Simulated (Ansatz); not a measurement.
A run of Ansatz 0.2.0 is set up as follows.

File input.yaml:

```yaml
crystal:
  lattice:
    - [3.184541456, 0.0, 0.0]
    - [-1.592270728, 2.7578938003, 0.0]
    - [0.0, 0.0, 21.67053472]
  atoms:
    - { symbol: Mo, position: [0.3333333333, 0.6666666667, 0.85116023] }
    - { symbol: Mo, position: [0.6666666667, 0.3333333333, 0.14883977] }
    - { symbol: S, position: [0.6666666667, 0.3333333333, 0.77962539] }
    - { symbol: S, position: [0.3333333333, 0.6666666667, 0.077251] }
    - { symbol: S, position: [0.6666666667, 0.3333333333, 0.922749] }
    - { symbol: S, position: [0.3333333333, 0.6666666667, 0.22037461] }
hamiltonian:
  xc: pbesol
  pseudopotentials: { kind: paw }
kpoints:
  mp_grid: { grid: [10, 10, 2] }
scf:
  occupations: { method: fermi_dirac, width: 0.05 }
  n_extra_bands: 15
output:
  forces: true
  stress: true
  eigenvalues: true
  dos: { projected: true, de: 0.05, nscf_kmesh: { grid: [15, 15, 3] } }
```

Potentials or basis: Ansatz PAW.

The run is started by

```bash
$ ansatz run input.yaml --threads 2 --pin off --max-ram 5632MiB --backend cpu --events-out ev --progress --plain --runs-dir out
```

Q: What does it give for the largest force?

A: 0.133 eV/Å.

Q: What does it give for the band gap on the k mesh?

A: 1.38 eV, indirect (least direct gap 1.89 eV).

States per cell in windows of 1 eV (zero at the valence-band top; states under -8 eV left out):
| from (eV) | total | S 3p | Mo 4d | Mo 5s | S 3s | Mo 4p | Mo 4s |
| --- | --- | --- | --- | --- | --- | --- | --- |
| -8.0 | 0.00 | 0.00 | 0.00 | 0.00 | 0.00 | 0.00 | 0.00 |
| -7.0 | 0.44 | 0.28 | 0.10 | 0.03 | 0.02 | 0.00 | 0.00 |
| -6.0 | 5.24 | 3.21 | 1.67 | 0.14 | 0.11 | 0.03 | 0.02 |
| -5.0 | 4.67 | 2.87 | 1.25 | 0.13 | 0.32 | 0.03 | 0.01 |
| -4.0 | 5.28 | 3.21 | 1.85 | 0.03 | 0.11 | 0.02 | 0.00 |
| -3.0 | 5.06 | 3.20 | 1.63 | 0.02 | 0.11 | 0.02 | 0.00 |
| -2.0 | 5.11 | 3.28 | 1.58 | 0.03 | 0.09 | 0.03 | 0.00 |
| -1.0 | 2.21 | 0.66 | 1.45 | 0.01 | 0.03 | 0.00 | 0.00 |
| 0.0 | 0.00 | 0.00 | 0.00 | 0.00 | 0.00 | 0.00 | 0.00 |
| 1.0 | 3.68 | 1.06 | 2.45 | 0.04 | 0.03 | 0.00 | 0.00 |
| 2.0 | 7.19 | 2.58 | 4.04 | 0.07 | 0.19 | 0.00 | 0.00 |
| 3.0 | 3.77 | 1.67 | 1.75 | 0.00 | 0.14 | 0.00 | 0.00 |
| 4.0 | 1.36 | 0.55 | 0.65 | 0.00 | 0.10 | 0.00 | 0.00 |
| 5.0 | 0.76 | 0.02 | 0.01 | 0.13 | 0.03 | 0.00 | 0.00 |
| 6.0 | 2.88 | 0.13 | 0.06 | 0.49 | 0.08 | 0.00 | 0.01 |
| 7.0 | 4.19 | 0.20 | 0.07 | 0.59 | 0.13 | 0.00 | 0.01 |

Caveat: the PAW data sets come from PBE, with cores solved anew for the run's functional, which leaves a small shift of forces and pressure; the density of states is complete only up to the lowest level of the last band computed. A hybrid or GW would open this gap; PBEsol tends to underestimate it.
